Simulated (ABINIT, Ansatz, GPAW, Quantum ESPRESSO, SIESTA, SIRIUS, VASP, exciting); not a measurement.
One calculation of Si2Mo, 9 ways

```
Mo Si
1.0
    -1.60000    1.60000    3.93050
     1.60000   -1.60000    3.93050
     1.60000    1.60000   -3.93050
Mo Si
1 2
Direct
  0.00000 0.00000 0.00000
  0.66700 0.66700 0.00000
  0.33300 0.33300 0.00000
```

Alike in all runs: task single point; functional PBEsol; k mesh 12 × 12 × 12; occupations fermi-dirac, width 0.05 eV; no spin polarisation; no spin-orbit coupling. Pressure is positive in compression and, in plane waves, holds the error of the finite cutoff.

```csv
program and potentials,plane-wave cutoff (eV),notes,band gap (eV),pressure (GPa),largest force (eV/Å)
"exciting, all-electron LAPW+lo, shipped species files, valence relativity iora*",-,-,no gap,-,0.329
"Quantum ESPRESSO, GBRV 1.5 PBEsol",612,-,no gap,-3.07,0.327
"GPAW, PAW data sets generated for this functional",600,-,no gap,-2.12,0.313
"SIESTA, files PseudoDojo sr-pbesol-0.4.1-standard, DZP (energy shift 0.003 Ry; two zetas on semicore shells)",-,atomic basis,no gap,-1.29,0.285
"SIRIUS, PseudoDojo 0.4.1 PBEsol standard (scalar relativistic)",1102,-,no gap,-2.69,0.323
"SIRIUS, all-electron FP-LAPW, apw+lo standard",-,-,no gap,-,0.327
"VASP, PBE PAW files Mo_sv, Si, 520 eV",520,potentials made for PBE,no gap,-2.37,0.322
"ABINIT, PseudoDojo NC SR PBEsol v0.4.1 standard",1088,-,no gap,-2.70,0.323
"Ansatz, all-electron LAPW, scalar-relativistic",-,-,no gap,-2.70,0.326
```

Force on atom 2 (Si), eV/Å:

| program and potentials | x | y | z |
| --- | --- | --- | --- |
| exciting, all-electron LAPW+lo, shipped species files, valence relativity iora* | 0.000 | 0.000 | -0.329 |
| Quantum ESPRESSO, GBRV 1.5 PBEsol | 0.000 | 0.000 | -0.327 |
| GPAW, PAW data sets generated for this functional | 0.000 | 0.000 | -0.313 |
| SIESTA, files PseudoDojo sr-pbesol-0.4.1-standard, DZP (energy shift 0.003 Ry; two zetas on semicore shells) | 0.000 | 0.000 | -0.285 |
| SIRIUS, PseudoDojo 0.4.1 PBEsol standard (scalar relativistic) | 0.000 | 0.000 | -0.323 |
| SIRIUS, all-electron FP-LAPW, apw+lo standard | 0.000 | 0.000 | -0.327 |
| VASP, PBE PAW files Mo_sv, Si, 520 eV | 0.000 | 0.000 | -0.322 |
| ABINIT, PseudoDojo NC SR PBEsol v0.4.1 standard | 0.000 | 0.000 | -0.323 |
| Ansatz, all-electron LAPW, scalar-relativistic | 0.000 | 0.000 | -0.326 |

None finds a gap. The pressure spans -3.07 (Quantum ESPRESSO, GBRV 1.5 PBEsol) to -1.29 GPa (SIESTA, files PseudoDojo sr-pbesol-0.4.1-standard, DZP (energy shift 0.003 Ry; two zetas on semicore shells)), with all-electron results at -2.70. Rows in atomic bases carry the error of their basis and grid, which can be large.

Differences between rows come from potentials, basis sets and numerical settings, since the functional is the same but for its coding. Runs on potential files found faulty are left out.
